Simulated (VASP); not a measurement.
# CdTe (F-43m) in VASP: notebook

The runs below take CdTe through single point, with r2SCAN, BLYP+D4.

Program: VASP 6.6.1. These are calculated values, not measurements. Logs are shortened: lines on timing, memory, paths and dates and some standing lists are left out, and cuts for length are marked.

**Measured values to compare with.**

A printed reference work, data compilation reports, for a bulk crystal of CdTe at 0 K: band gap 1.607 eV.

How close the calculation comes is told below.

## 1. Starting point

Symmetry: F-43m, No. 216, cubic system. Conventional cell: a = 6.410 Å, b = 6.410 Å, c = 6.410 Å, α = 90.00°, β = 90.00°, γ = 90.00°. Te (site symmetry -43m) is surrounded by 4 Cd at 2.78 Å. Cd (site symmetry -43m) has 4 Te at 2.78 Å as nearest neighbours.

## 2. Single point, r2SCAN

File POSCAR:

```
CdTe
1.0
    0.0000000000      3.2050000000      3.2050000000
    3.2050000000      0.0000000000      3.2050000000
    3.2050000000      3.2050000000      0.0000000000
Te Cd
1 1
Direct
    0.7500000000      0.7500000000      0.7500000000
    0.0000000000      0.0000000000      0.0000000000
```

File INCAR.step1:

```
SYSTEM = CdTe
ALGO     = Normal         ! electronic algorithm
EDIFF    = 1E-4           ! SCF threshold, eV
ENCUT    = 520            ! plane-wave cutoff, eV
GGA      = PE             ! functional
ISMEAR   = 0              ! smearing method
LASPH    = .TRUE.         ! aspherical terms in the spheres
LCHARG   = .FALSE.        ! write CHGCAR
LREAL    = .FALSE.        ! projectors in reciprocal space
LWAVE    = .TRUE.         ! write WAVECAR
NBANDS   = 16             ! bands
NELM     = 60             ! most SCF steps
PREC     = Accurate       ! precision mode
SIGMA    = 0.01           ! smearing width, eV
```

File INCAR.step2:

```
SYSTEM = CdTe
ALGO     = Normal         ! electronic algorithm
EDIFF    = 1E-6           ! SCF threshold, eV
ENCUT    = 520            ! plane-wave cutoff, eV
ISIF     = 2              ! what is computed and relaxed
ISMEAR   = 0              ! smearing method
ISTART   = 1            
LASPH    = .TRUE.         ! aspherical terms in the spheres
LCHARG   = .TRUE.         ! write CHGCAR
LELF     = .TRUE.         ! ELF
LMIXTAU  = .TRUE.       
LREAL    = .FALSE.        ! projectors in reciprocal space
LVHAR    = .TRUE.       
LWAVE    = .FALSE.        ! write WAVECAR
METAGGA  = R2SCAN         ! meta-GGA
NBANDS   = 16             ! bands
NELM     = 60             ! most SCF steps
PREC     = Accurate       ! precision mode
SIGMA    = 0.01           ! smearing width, eV
```

File KPOINTS:

```
k-points
0
G
  7 7 7
  0 0 0
```

Potentials or basis: VASP PAW PBE potentials, release 64 (Te, Cd).

Command:

```console
$ cat potpaw_PBE.64/Te/POTCAR potpaw_PBE.64/Cd/POTCAR > POTCAR
$ cp INCAR.step1 INCAR
$ mpirun -np 1 vasp_std > vasp.out
$ cp INCAR.step2 INCAR
$ mpirun -np 1 vasp_std > vasp.out
```

OUTCAR:

```text
SYSTEM = CdTe
   EDIFF = 1E-6
   ENCUT = 520
   ISIF = 2
   ISMEAR = 0
   ISTART = 1
   LASPH = .TRUE.
   LREAL = .FALSE.
   METAGGA = R2SCAN
   NELM = 60
   PREC = Accurate

 ion  position               nearest neighbor table
   1  0.750  0.750  0.750-   2 2.78   2 2.78   2 2.78   2 2.78
   2  0.000  0.000  0.000-   1 2.78   1 2.78   1 2.78   1 2.78

  LATTYP: Found a face centered cubic cell.
 ALAT       =     6.4100000000

  Lattice vectors:

 A1 = (   0.0000000000,   3.2050000000,   3.2050000000)
 A2 = (   3.2050000000,   0.0000000000,   3.2050000000)
 A3 = (   3.2050000000,   3.2050000000,   0.0000000000)

Analysis of symmetry for initial positions (statically):
=====================================================================
 Subroutine PRICEL returns:
 Original cell was already a primitive cell.

 Routine SETGRP: Setting up the symmetry group for a
 face centered cubic supercell.

 Subroutine GETGRP returns: Found 24 space group operations
 (whereof 24 operations were pure point group operations)
 out of a pool of 48 trial point group operations.

The static configuration has the point symmetry T_d .

Analysis of symmetry for dynamics (positions and initial velocities):
=====================================================================
 Subroutine PRICEL returns:
 Original cell was already a primitive cell.

 Routine SETGRP: Setting up the symmetry group for a
 face centered cubic supercell.

 Subroutine GETGRP returns: Found 24 space group operations
 (whereof 24 operations were pure point group operations)
 out of a pool of 48 trial point group operations.

The dynamic configuration has the point symmetry T_d .

 Subroutine INISYM returns: Found 24 space group operations
 (whereof 24 operations are pure point group operations),
 and found     1 'primitive' translations

----------------------------------------------------------------------------------------

                                     Primitive cell

  volume of cell :      65.8437

  direct lattice vectors                    reciprocal lattice vectors
     0.000000000  3.205000000  3.205000000    -0.156006240  0.156006240  0.156006240
     3.205000000  0.000000000  3.205000000     0.156006240 -0.156006240  0.156006240
     3.205000000  3.205000000  0.000000000     0.156006240  0.156006240 -0.156006240

  length of vectors
     4.532554467  4.532554467  4.532554467     0.270210734  0.270210734  0.270210734

  position of ions in fractional coordinates (direct lattice)
     0.750000000  0.750000000  0.750000000
     0.000000000  0.000000000  0.000000000

  ion indices of the primitive-cell ions
   primitive index   ion index
                 1           1
                 2           2

----------------------------------------------------------------------------------------

 KPOINTS: k-points

Automatic generation of k-mesh.
 Grid dimensions read from file:
 generate k-points for:    7    7    7

 Generating k-lattice:

  Cartesian coordinates                     Fractional coordinates (reciprocal lattice)
    -0.022286606  0.022286606  0.022286606     0.142857143  0.000000000  0.000000000
     0.022286606 -0.022286606  0.022286606     0.000000000  0.142857143  0.000000000
     0.022286606  0.022286606 -0.022286606     0.000000000  0.000000000  0.142857143

  Length of vectors
     0.038601533  0.038601533  0.038601533

  Shift w.r.t. Gamma in fractional coordinates (k-lattice)
     0.000000000  0.000000000  0.000000000

 Subroutine IBZKPT returns following result:
 ===========================================

 Found     20 irreducible k-points:

 Following reciprocal coordinates:
            Coordinates               Weight
  0.000000  0.000000  0.000000      1.000000
  0.142857  0.000000  0.000000      8.000000
  0.285714  0.000000  0.000000      8.000000
  0.428571  0.000000  0.000000      8.000000
  0.142857  0.142857  0.000000      6.000000
  0.285714  0.142857  0.000000     24.000000
[... 12 lines left out ...]
 -0.428571  0.428571  0.142857     24.000000
 -0.285714  0.428571  0.142857     24.000000
   k-points           NKPTS =     20   k-points in BZ     NKDIM =     20   number of bands    NBANDS=     16
   number of dos      NEDOS =    301   number of ions     NIONS =      2
   total plane-waves  NPLWV =  46656
   dimension x,y,z NGX =    36 NGY =   36 NGZ =   36
   dimension x,y,z NGXF=    72 NGYF=   72 NGZF=   72
   ions per type =               1   1
   NGX,Y,Z   is equivalent  to a cutoff of  13.20, 13.20, 13.20 a.u.
   NGXF,Y,Z  is equivalent  to a cutoff of  26.41, 26.41, 26.41 a.u.
 SYSTEM =  CdTe
   PREC   = accura    normal or accurate (medium, high low for compatibility)
   ISTART =      1    job   : 0-new  1-cont  2-samecut
   ICHARG =      0    charge: 1-file 2-atom 10-const
   ISPIN  =      1    spin polarized calculation?
   LNONCOLLINEAR =      F non collinear calculations
   LSORBIT =      F    spin-orbit coupling
   LASPH  =      T    aspherical Exc in radial PAW
   ENCUT  =  520.0 eV  38.22 Ry    6.18 a.u.   8.43  8.43  8.43*2*pi/ulx,y,z
   NELM   =     60;   NELMIN=  2; NELMDL=  0     # of ELM steps
   EDIFF  = 0.1E-05   stopping-criterion for ELM
   LREAL  =      F    real-space projection
   EDIFFG = 0.1E-04   stopping-criterion for IOM
   NSW    =      0    number of steps for IOM
   IBRION =     -1    ionic relax: 0-MD 1-quasi-New 2-CG
   NFREE  =      0    steps in history (QN), initial steepest desc. (CG)
   ISIF   =      2    stress and relaxation
   ISYM   =      2    0-nonsym 1-usesym 2-fastsym
   POTIM  = 0.5000    time-step for ionic-motion
   TEBEG  =    0.0;   TEEND  =   0.0 temperature during run
   PSTRESS=    0.0 pullay stress
   NELECT =      18.0000    total number of electrons
   NUPDOWN=      -1.0000    fix difference up-down
   EMIN   =  10.00;   EMAX   =-10.00  energy-range for DOS
   EFERMI =   0.00;   METHOD = LEGACY
   ISMEAR =     0;   SIGMA  =   0.01  broadening in eV -4-tet -1-fermi 0-gaus
   EFERMI_NEDOS =   21; number of points for ismear=-14 and -15
   IALGO  =     38    algorithm
   IMIX   =      4    mixing-type and parameters
     AMIX     =   0.40;   BMIX     =  1.00
     AMIX_MAG =   1.60;   BMIX_MAG =  1.00
  volume/ion in A,a.u.               =      32.92       222.17
  Fermi-wavevector in a.u.,A,eV,Ry     =   1.062497  2.007828 15.359610  1.128899
  Thomas-Fermi vector in A             =   2.197950
   LORBIT       =      0    0 simple, 1 ext, 2 COOP (PROOUT), +10 PAW based schemes
   METAGGA = R2SCAN    functional components
   LHFCALC =     F    Hartree Fock is set to
   AEXX    =    0.0000 exact exchange contribution
   IVDW    =     0    specifies the selected vdW correction
   LEPSILON=     F    determine dielectric tensor
   LRPA    =     F    only Hartree local field effects (RPA)
 non-spin polarized calculation
 Gauss-broadening in eV      SIGMA  =   0.01
  energy-cutoff  :      520.00
  volume of cell :       65.84
 maximum number of plane-waves:      1807
 NGX is ok and might be reduce to    36
   NGX = 17   NGY = 17   NGZ = 17

 number of electron      17.9999995 magnetization

 Free energy of the ion-electron system (eV)
  ---------------------------------------------------
  ext. energy  EPLUGINS =         0.00000000
  ---------------------------------------------------
  free energy    TOTEN  =       -46.59661676 eV

  energy without entropy =      -46.59661676  energy(sigma->0) =      -46.59661676

 E-fermi :   2.4667     XC(G=0):  -9.2594

 val. band max:        2.4124709743   @ k =   0.0000   0.0000   0.0000
 cond. band min:       3.7952823228   @ k =   0.0000   0.0000   0.0000
 fundamental gap:      1.3828113485
 Fermi energy:         2.4666887070

 k-point     1 :       0.0000    0.0000    0.0000
  band No.  band energies     occupation
      1      -9.3207      2.00000
      2      -6.2695      2.00000
      3      -6.2695      2.00000
      4      -6.2695      2.00000
      5      -5.9568      2.00000
      6      -5.9568      2.00000
[... 8 lines left out ...]
     15      12.2986      0.00000
     16      12.2986      0.00000

 k-point     2 :       0.1429    0.0000    0.0000
  band No.  band energies     occupation
      1      -9.2368      2.00000
      2      -6.2529      2.00000
      3      -6.2529      2.00000
      4      -6.2017      2.00000
      5      -5.9579      2.00000
      6      -5.9579      2.00000
[... 8 lines left out ...]
     15      11.4461      0.00000
     16      11.4461      0.00000

 k-point     3 :       0.2857    0.0000    0.0000
  band No.  band energies     occupation
      1      -9.0480      2.00000
      2      -6.2191      2.00000
      3      -6.2191      2.00000
      4      -5.9681      2.00000
      5      -5.9560      2.00000
      6      -5.9560      2.00000
[... 8 lines left out ...]
     15      11.4891      0.00000
     16      11.4891      0.00000

 k-point     4 :       0.4286    0.0000    0.0000
  band No.  band energies     occupation
      1      -8.8995      2.00000
      2      -6.1970      2.00000
      3      -6.1970      2.00000
      4      -5.9484      2.00000
      5      -5.9484      2.00000
      6      -5.6265      2.00000
[... 8 lines left out ...]
     15      12.8326      0.00000
     16      12.8326      0.00000
[... 248 lines left out ...]
 k-point    18 :      -0.4286    0.2857    0.1429
  band No.  band energies     occupation
      1      -8.8125      2.00000
      2      -6.1572      2.00000
      3      -6.1449      2.00000
      4      -5.9863      2.00000
      5      -5.9487      2.00000
      6      -5.4729      2.00000
[... 8 lines left out ...]
     15      13.0673      0.00000
     16      13.9247      0.00000

 k-point    19 :      -0.4286    0.4286    0.1429
  band No.  band energies     occupation
      1      -8.7671      2.00000
      2      -6.1181      2.00000
      3      -6.1151      2.00000
      4      -6.0233      2.00000
      5      -5.9367      2.00000
      6      -5.4012      2.00000
[... 8 lines left out ...]
     15      13.8911      0.00000
     16      14.7368      0.00000

 k-point    20 :      -0.2857    0.4286    0.1429
  band No.  band energies     occupation
      1      -8.7566      2.00000
      2      -6.1324      2.00000
      3      -6.1173      2.00000
      4      -5.9939      2.00000
      5      -5.9531      2.00000
      6      -5.3228      2.00000
[... 8 lines left out ...]
     15      13.2447      0.00000
     16      15.2427      0.00000

------------------------ aborting loop because EDIFF is reached ----------------------------------------

  FORCE on cell =-STRESS in cart. coord.  units (eV):
  Direction    XX          YY          ZZ          XY          YZ          ZX
  --------------------------------------------------------------------------------------
  -------------------------------------------------------------------------------------
  Total        1.3881148      1.3881148      1.3881148      0.0000000      0.0000000     -0.0000000
  in kB       33.7770607     33.7770607     33.7770607      0.0000000      0.0000000     -0.0000000
  external PRESSURE =      33.7770607 kB  Pullay stress =       0.0000000 kB

 VOLUME and BASIS-vectors are now :
 -----------------------------------------------------------------------------
  energy-cutoff  :      520.00
  volume of cell :       65.84
      direct lattice vectors                 reciprocal lattice vectors
     0.000000000  3.205000000  3.205000000    -0.156006240  0.156006240  0.156006240
     3.205000000  0.000000000  3.205000000     0.156006240 -0.156006240  0.156006240
     3.205000000  3.205000000  0.000000000     0.156006240  0.156006240 -0.156006240

 POSITION                                       TOTAL-FORCE (eV/Angst)
 -----------------------------------------------------------------------------------
      4.80750      4.80750      4.80750        -0.000000     -0.000000     -0.000000
      0.00000      0.00000      0.00000         0.000000      0.000000      0.000000
 -----------------------------------------------------------------------------------
    total drift:                                0.000002      0.000002      0.000002

  FREE ENERGIE OF THE ION-ELECTRON SYSTEM (eV)
  ---------------------------------------------------
  free  energy   TOTEN  =       -46.5966167558 eV

  energy  without entropy=      -46.5966167558  energy(sigma->0) =      -46.59661676
```

It took 48 s on 1 thread of Intel Xeon Platinum 8488C (Sapphire Rapids), shared host; peak memory 0.21 GiB.

Results:

```yaml
Free_energy: -46.5966 eV
Pressure: 3.4 GPa
Band_gap_on_the_k_mesh: 1.38 eV, direct
```

Levels at points of the mesh, in eV from the valence-band top:
| k point | band 7 | band 8 | band 9 | band 10 | band 11 | band 12 |
| --- | --- | --- | --- | --- | --- | --- |
| (0.00, 0.00, 0.00) | 0.00 | 0.00 | 0.00 | 1.38 | 5.00 | 5.00 |

Caveat: the PAW data sets were made with another functional, which shifts forces and pressure a little; spin-orbit coupling is left out, which moves the levels of the heavy elements.

## 3. Single point, BLYP+D4 (atoms moved at random, drawn with an rms of 0.02 Å)

File INCAR:

```
AGGAC = 1.0
AGGAX = 1.0
ALDAC = 0.0
ALDAX = 1.0
ALGO = Normal
EDIFF = 1E-7
ENCUT = 520
GGA = B5
ISIF = 2
ISMEAR = -1
IVDW = 13
LASPH = T
LCHARG = F
LREAL = F
LWAVE = F
NBANDS = 16
NELM = 100
PREC = Accurate
SIGMA = 0.025
VDW_A1 = 0.44488865
VDW_A2 = 4.0933009
VDW_S6 = 1.0
VDW_S8 = 2.34076671
```

File KPOINTS:

```
k-points
0
Gamma
  5 5 5
```

File POSCAR:

```
CdTe
1.0
    0.0000000000      3.2050000000      3.2050000000
    3.2050000000      0.0000000000      3.2050000000
    3.2050000000      3.2050000000      0.0000000000
Te Cd
1 1
Direct
    0.7488831223      0.7532253140      0.7507737923
   -0.0011671223      0.0031456860      0.0008762077
```

Potentials or basis: VASP PAW PBE potentials, release 64 (Te, Cd).

Command:

```console
$ cat potpaw_PBE.64/Te/POTCAR potpaw_PBE.64/Cd/POTCAR > POTCAR
$ mpirun -np 1 vasp_std > vasp.out
```

Wall time 51 s (1 thread of Intel Xeon Platinum 8488C (Sapphire Rapids), shared host); peak memory 0.24 GiB.

The run converged. Its results:

| Item | Value |
| --- | --- |
| Free energy | -4.9613 eV |
| Pressure | 3.3 GPa |
| Band gap on the k mesh | 0.82 eV, direct |
| Dispersion energy per atom | -0.690 eV |

Forces on the atoms (eV/Å):
```
Te   0.000  0.001 -0.002
Cd   0.000 -0.001  0.002
```

Levels at points of the mesh, in eV from the valence-band top:
```
           k point  band 5  band 6  band 7  band 8  band 9  band 10  band 11  band 12  band 13  band 14
(0.00, 0.00, 0.00)   -8.20   -8.20    0.00    0.00    0.00     0.82     4.59     4.59     4.59     7.63
```

Caveat: the PAW data sets were made with another functional, which shifts forces and pressure a little; spin-orbit coupling is left out, which moves the levels of the heavy elements.

## 4. Single point, r2SCAN, collinear spin, zero start (volume scaled by 1.04)

File POSCAR:

```
CdTe
1.0
    0.0000000000      3.2471758892      3.2471758892
    3.2471758892      0.0000000000      3.2471758892
    3.2471758892      3.2471758892      0.0000000000
Te Cd
1 1
Direct
    0.7500000000      0.7500000000      0.7500000000
    0.0000000000      0.0000000000      0.0000000000
```

File INCAR.step1:

```
ALGO = Normal
EDIFF = 1E-4
ENCUT = 520
GGA = PE
ISMEAR = -1
ISPIN = 2
LASPH = T
LCHARG = F
LREAL = F
LWAVE = T
MAGMOM = 0 0
NBANDS = 20
NELM = 150
NUPDOWN = 0.0
PREC = Accurate
SIGMA = 0.05
```

File INCAR.step2:

```
ALGO = Normal
EDIFF = 1E-7
ENCUT = 520
ISIF = 2
ISMEAR = -1
ISPIN = 2
ISTART = 1
LASPH = T
LCHARG = T
LELF = T
LMIXTAU = T
LORBIT = 11
LREAL = F
LVHAR = T
LWAVE = F
MAGMOM = 0 0
METAGGA = R2SCAN
NBANDS = 20
NELM = 150
NUPDOWN = 0.0
PREC = Accurate
SIGMA = 0.05
```

File KPOINTS:

```
k-points
0
Gamma
  7 7 7
```

Command:

```console
$ cat potpaw_PBE.64/Te/POTCAR potpaw_PBE.64/Cd/POTCAR > POTCAR
$ cp INCAR.step1 INCAR
$ mpirun -np 1 vasp_std > vasp.out
$ cp INCAR.step2 INCAR
$ mpirun -np 1 vasp_std > vasp.out
```

Run time: 2 min. Hardware: 1 thread of Intel Xeon Platinum 8488C (Sapphire Rapids), shared host; peak memory 0.27 GiB.

It converged, with:

| Property | Result |
| --- | --- |
| Free energy | -46.6351 eV |
| Pressure | 1.4 GPa |
| Net moment | 0.00 μB per cell |
| Valence electrons inside the program's atomic spheres | Te 3.48; Cd 10.31 |

Caveat: the PAW data sets were made with another functional, which shifts forces and pressure a little; the total moment is fixed, so each spin has its own Fermi level. Spin-orbit coupling is left out, which matters for the levels of Te.

## 5. Overview

| level | spin | fixed moment (μB) | cell | k mesh | smearing | gap on the mesh (eV) | pressure (GPa) |
| --- | --- | --- | --- | --- | --- | --- | --- |
| r2SCAN | off | - | as given | 7 × 7 × 7 | gaussian 0.01 eV | 1.38 | 3.4 |
| BLYP+D4 | off | - | atoms moved at random, drawn with an rms of 0.02 Å | 5 × 5 × 5 | fermi-dirac 0.025 eV | 0.82 | 3.3 |
| r2SCAN | collinear, zero start | 0.0 | volume scaled by 1.04 | 7 × 7 × 7 | fermi-dirac 0.05 eV | - | 1.4 |

Alike in all rows: task single point; potentials or basis VASP PAW PBE potentials, release 64 (Te, Cd); cutoff (eV) 520.

Caveats: the PAW data sets were made with another functional, which shifts forces and pressure a little; spin-orbit coupling is left out, which moves the levels of the heavy elements (some runs); the total moment is fixed, so each spin has its own Fermi level (some runs).

Total energies depend on the potentials used, so only differences within one code and one set of settings carry meaning.

## 6. Comparison with measurements

Step 2. A measured gap of CdTe is 1.607 eV (0 K; a printed reference work, data compilation); the calculated 1.38 eV misses it by -0.22 eV. Spin-orbit coupling on Cd, Te is left out. The value is that of r2SCAN, without temperature or zero-point motion.
